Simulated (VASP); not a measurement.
# Si6C (Fm-3m) in VASP: notebook

One crystal, Si6C, is run at these levels: PBE; tasks: single point, relaxation of cell and atoms.

Everything below comes from runs of VASP 6.6.1. Logs are shortened: lines on timing, memory, paths and dates and some standing lists are left out, and cuts for length are marked.

### 1 The cell of the first run

It takes space group Fm-3m (No. 225, cubic). Conventional cell: a = 7.345 Å, b = 7.345 Å, c = 7.345 Å, α = 90.00°, β = 90.00°, γ = 90.00°. Around Si (site symmetry mmm) lie 8 Si at 2.60 Å and 2 C at 2.60 Å. C (site symmetry m-3m) is surrounded by 12 Si at 2.60 Å.

The cell was built by a generator and needn't be a form met in nature.

### 2 Single point, PBE (species swapped into the Zn6Mo type (Fm-3m, No. 225))

INCAR

```
  PREC = Accurate
  ENCUT = 520
  EDIFF = 1E-6
  ISMEAR = 0
  SIGMA = 0.1
  LREAL = False
  LASPH = True
  NELM = 100
  ALGO = Normal
  ISIF = 2
  LWAVE = False
  LCHARG = False
  GGA = PE
  NBANDS = 23
```

KPOINTS

```
Automatic mesh
0
Gamma
  10 10 10
```

POSCAR

```
Si6C
1.0
    0.0000000000      3.6725570714      3.6725570714
    3.6725570714      0.0000000000      3.6725570714
    3.6725570714      3.6725570714      0.0000000000
Si C
6 1
Direct
    0.5000000000      0.5000000000      0.0000000000
    0.5000000000      0.0000000000      0.5000000000
    0.0000000000      0.0000000000      0.5000000000
    0.0000000000      0.5000000000      0.0000000000
    0.0000000000      0.5000000000      0.5000000000
    0.5000000000      0.0000000000      0.0000000000
    0.0000000000      0.0000000000      0.0000000000
```

Potentials or basis: VASP PAW PBE potentials, release 64 (Si, C).

Command:

```
$ cat potpaw_PBE.64/Si/POTCAR potpaw_PBE.64/C/POTCAR > POTCAR
$ mpirun -np 1 vasp_std > vasp.out
```

OUTCAR:

```text
PREC = Accurate
   ENCUT = 520
   EDIFF = 1E-6
   ISMEAR = 0
   LREAL = False
   LASPH = True
   NELM = 100
   ISIF = 2
   GGA = PE

 ion  position               nearest neighbor table
   1  0.500  0.500  0.000-   4 2.60   6 2.60   2 2.60   5 2.60   2 2.60   6 2.60   7 2.60   4 2.60
                             5 2.60   7 2.60
   2  0.500  0.000  0.500-   3 2.60   6 2.60   1 2.60   6 2.60   7 2.60   1 2.60   5 2.60   3 2.60
                             5 2.60   7 2.60
   3  0.000  0.000  0.500-   2 2.60   5 2.60   7 2.60   4 2.60   6 2.60   7 2.60   4 2.60   5 2.60
                             2 2.60   6 2.60
   4  0.000  0.500  0.000-   1 2.60   5 2.60   7 2.60   3 2.60   5 2.60   3 2.60   6 2.60   7 2.60
                             1 2.60   6 2.60
   5  0.000  0.500  0.500-   3 2.60   4 2.60   1 2.60   4 2.60   7 2.60   2 2.60   3 2.60   7 2.60
                             1 2.60   2 2.60
   6  0.500  0.000  0.000-   1 2.60   2 2.60   7 2.60   2 2.60   3 2.60   1 2.60   4 2.60   3 2.60
                             4 2.60   7 2.60
   7  0.000  0.000  0.000-   3 2.60   4 2.60   6 2.60   2 2.60   3 2.60   5 2.60   1 2.60   4 2.60
                             5 2.60   1 2.60   2 2.60   6 2.60

  LATTYP: Found a face centered cubic cell.
 ALAT       =     7.3451141428

  Lattice vectors:

 A1 = (   0.0000000000,   3.6725570714,   3.6725570714)
 A2 = (   3.6725570714,   0.0000000000,   3.6725570714)
 A3 = (   3.6725570714,   3.6725570714,   0.0000000000)

Analysis of symmetry for initial positions (statically):
=====================================================================
 Subroutine PRICEL returns:
 Original cell was already a primitive cell.

 Routine SETGRP: Setting up the symmetry group for a
 face centered cubic supercell.

 Subroutine GETGRP returns: Found 48 space group operations
 (whereof 48 operations were pure point group operations)
 out of a pool of 48 trial point group operations.

The static configuration has the point symmetry O_h .

Analysis of symmetry for dynamics (positions and initial velocities):
=====================================================================
 Subroutine PRICEL returns:
 Original cell was already a primitive cell.

 Routine SETGRP: Setting up the symmetry group for a
 face centered cubic supercell.

 Subroutine GETGRP returns: Found 48 space group operations
 (whereof 48 operations were pure point group operations)
 out of a pool of 48 trial point group operations.

The dynamic configuration has the point symmetry O_h .

 Subroutine INISYM returns: Found 48 space group operations
 (whereof 48 operations are pure point group operations),
[... 113 lines left out ...]
   ISYM   =      2    0-nonsym 1-usesym 2-fastsym
   POTIM  = 0.5000    time-step for ionic-motion
   TEBEG  =    0.0;   TEEND  =   0.0 temperature during run
   PSTRESS=    0.0 pullay stress
   NELECT =      28.0000    total number of electrons
   NUPDOWN=      -1.0000    fix difference up-down
   EMIN   =  10.00;   EMAX   =-10.00  energy-range for DOS
   EFERMI =   0.00;   METHOD = LEGACY
   ISMEAR =     0;   SIGMA  =   0.10  broadening in eV -4-tet -1-fermi 0-gaus
   EFERMI_NEDOS =   21; number of points for ismear=-14 and -15
   IALGO  =     38    algorithm
   IMIX   =      4    mixing-type and parameters
     AMIX     =   0.40;   BMIX     =  1.00
     AMIX_MAG =   1.60;   BMIX_MAG =  1.00
  volume/ion in A,a.u.               =      14.15        95.51
  Fermi-wavevector in a.u.,A,eV,Ry     =   1.074358  2.030242 15.704453  1.154245
  Thomas-Fermi vector in A             =   2.210184
   LORBIT       =      0    0 simple, 1 ext, 2 COOP (PROOUT), +10 PAW based schemes
   GGA     = PE    functional components
   LHFCALC =     F    Hartree Fock is set to
   AEXX    =    0.0000 exact exchange contribution
   IVDW    =     0    specifies the selected vdW correction
   LEPSILON=     F    determine dielectric tensor
   LRPA    =     F    only Hartree local field effects (RPA)
 non-spin polarized calculation
 Gauss-broadening in eV      SIGMA  =   0.10
  energy-cutoff  :      520.00
  volume of cell :       99.07
 maximum number of plane-waves:      2701
   NGX = 19   NGY = 19   NGZ = 19

 number of electron      28.0000002 magnetization

 Free energy of the ion-electron system (eV)
  ---------------------------------------------------
  ext. energy  EPLUGINS =         0.00000000
  ---------------------------------------------------
  free energy    TOTEN  =       -34.62627369 eV

  energy without entropy =      -34.61293102  energy(sigma->0) =      -34.61960236

 E-fermi :   9.1983     XC(G=0): -10.9680

 val. band max:        9.1745343304   @ k =   0.3000   0.1000   0.0000
 cond. band min:       9.2334809441   @ k =   0.5000   0.4000   0.0000
 fundamental gap:      0.0589466138
 Fermi energy:         9.1982822375

 k-point     1 :       0.0000    0.0000    0.0000
  band No.  band energies     occupation
      1      -5.5499      2.00000
      2       0.6336      2.00000
      3       1.4593      2.00000
      4       2.0034      2.00000
      5       2.0034      2.00000
      6       2.0034      2.00000
[... 613 lines left out ...]
     22      14.3137      0.00000
     23      14.5926      0.00000

 [... further k-points ...]

------------------------ aborting loop because EDIFF is reached ----------------------------------------

  FORCE on cell =-STRESS in cart. coord.  units (eV):
  Direction    XX          YY          ZZ          XY          YZ          ZX
  --------------------------------------------------------------------------------------
  -------------------------------------------------------------------------------------
  Total       -0.0191923     -0.0191923     -0.0191923      0.0000000     -0.0000000      0.0000000
  in kB       -0.3103854     -0.3103854     -0.3103854      0.0000000     -0.0000000      0.0000000
  external PRESSURE =      -0.3103854 kB  Pullay stress =       0.0000000 kB

 VOLUME and BASIS-vectors are now :
 -----------------------------------------------------------------------------
  energy-cutoff  :      520.00
  volume of cell :       99.07
      direct lattice vectors                 reciprocal lattice vectors
     0.000000000  3.672557071  3.672557071    -0.136144923  0.136144923  0.136144923
     3.672557071  0.000000000  3.672557071     0.136144923 -0.136144923  0.136144923
     3.672557071  3.672557071  0.000000000     0.136144923  0.136144923 -0.136144923

 POSITION                                       TOTAL-FORCE (eV/Angst)
 -----------------------------------------------------------------------------------
      1.83628      1.83628      3.67256         0.000000     -0.000000     -0.000000
      1.83628      3.67256      1.83628        -0.000000     -0.000000      0.000000
      1.83628      1.83628      0.00000         0.000000     -0.000000     -0.000000
      1.83628      0.00000      1.83628        -0.000000     -0.000000      0.000000
      3.67256      1.83628      1.83628        -0.000000      0.000000     -0.000000
      0.00000      1.83628      1.83628        -0.000000     -0.000000     -0.000000
      0.00000      0.00000      0.00000        -0.000000     -0.000000     -0.000000
 -----------------------------------------------------------------------------------
    total drift:                               -0.000000     -0.000000     -0.000000

  FREE ENERGIE OF THE ION-ELECTRON SYSTEM (eV)
  ---------------------------------------------------
  free  energy   TOTEN  =       -34.6262736927 eV

  energy  without entropy=      -34.6129310214  energy(sigma->0) =      -34.61960236
```

stdout:

```text
POSCAR found type information on POSCAR SiC
 POSCAR found :  2 types and       7 ions
 scaLAPACK will be used
 LDA part: xc-table for (Slater+PW92), standard interpolation
 POSCAR, INCAR and KPOINTS ok, starting setup
 FFT: planning ... GRIDC
 FFT: planning ... GRID_SOFT
 FFT: planning ... GRID
 WAVECAR not read
 entering main loop
```

It took 85 s on 1 thread of Intel Xeon Platinum 8375C at 2.90GHz (Ice Lake), shared host; peak memory 0.27 GiB.

Results:

| Quantity | Value |
| --- | --- |
| Free energy | -34.6263 eV |
| Pressure | 0.0 GPa |
| Band gap on the k mesh | none (metal or under the smearing width) |

### 3 Relaxation of cell and atoms, PBE (species swapped into the Zn6Mo type (Fm-3m, No. 225))

INCAR

```
  ALGO = Fast
  EDIFF = 1E-6
  EDIFFG = -0.01
  ENCUT = 600
  GGA = PE
  IBRION = 2
  ISIF = 3
  ISMEAR = 0
  LASPH = True
  LCHARG = False
  LREAL = False
  LWAVE = False
  NELM = 100
  NSW = 100
  PREC = Accurate
  SIGMA = 0.1
```

KPOINTS

```
k-points
0
Gamma
  10 10 10
```

Changes to POSCAR since step 2:

```diff
@@ -2,5 +2,5 @@
 1.0
-    0.0000000000      3.6725570714      3.6725570714
-    3.6725570714      0.0000000000      3.6725570714
-    3.6725570714      3.6725570714      0.0000000000
+    0.0000000000      3.6630850864      3.6630850864
+    3.6630850864      0.0000000000      3.6630850864
+    3.6630850864      3.6630850864      0.0000000000
 Si C
```

Potentials or basis: VASP PAW PBE potentials, release 64 (Si, C).

Command:

```
$ cat potpaw_PBE.64/Si/POTCAR potpaw_PBE.64/C/POTCAR > POTCAR
$ mpirun -np 1 vasp_std > vasp.out
```

It took 3.4 min on 1 thread of Intel Xeon Platinum 8375C at 2.90GHz (Ice Lake), shared host; peak memory 0.3 GiB.

The run converged. Its results:

| Quantity | Value |
| --- | --- |
| Free energy | -34.6265 eV |
| Relaxed volume | 14.16 Å³/atom |
| Relaxed cell | a = 5.195 Å, b = 5.195 Å, c = 5.195 Å, α = 60.00°, β = 60.00°, γ = 60.00° |
| Space group after relaxing (to 0.05 Å) | Fm-3m (No. 225) |
| Energy gained by relaxing | 0.2 meV/atom |
| Ionic steps | 2 |
| Pressure after relaxing | -0.1 GPa |
| Band gap on the k mesh | none (metal or under the smearing width) |

The path:
```csv
step,energy change (eV),largest force (eV/Å),pressure (GPa),volume (Å³)
1,0.0000,0.0000,0.67,98.30
2,-0.0015,0.0000,-0.10,99.14
```

Final structure:
```yaml
crystal:
  lattice:
    - [0.00000, 3.67346, 3.67346]
    - [3.67346, 0.00000, 3.67346]
    - [3.67346, 3.67346, 0.00000]
  atoms:
    - { symbol: Si, position: [0.50000, 0.50000, 0.00000] }
    - { symbol: Si, position: [0.50000, 0.00000, 0.50000] }
    - { symbol: Si, position: [0.00000, 0.00000, 0.50000] }
    - { symbol: Si, position: [0.00000, 0.50000, 0.00000] }
    - { symbol: Si, position: [0.00000, 0.50000, 0.50000] }
    - { symbol: Si, position: [0.50000, 0.00000, 0.00000] }
    - { symbol: C, position: [0.00000, 0.00000, 0.00000] }
```

Levels at points of the mesh, in eV from the Fermi level:
```tsv
k point	band 10	band 11	band 12	band 13	band 14	band 15	band 16	band 17	band 18
(0.00, 0.00, 0.00)	-4.23	-4.23	-4.23	-3.29	-3.29	0.49	2.82	2.82	2.82
(0.50, 0.00, 0.00)	-2.64	-2.64	-1.85	-1.59	-1.59	1.15	1.44	2.57	2.57
(0.50, 0.50, 0.00)	-2.16	-2.16	-2.06	-1.35	-0.72	-0.05	0.49	0.49	1.19
```
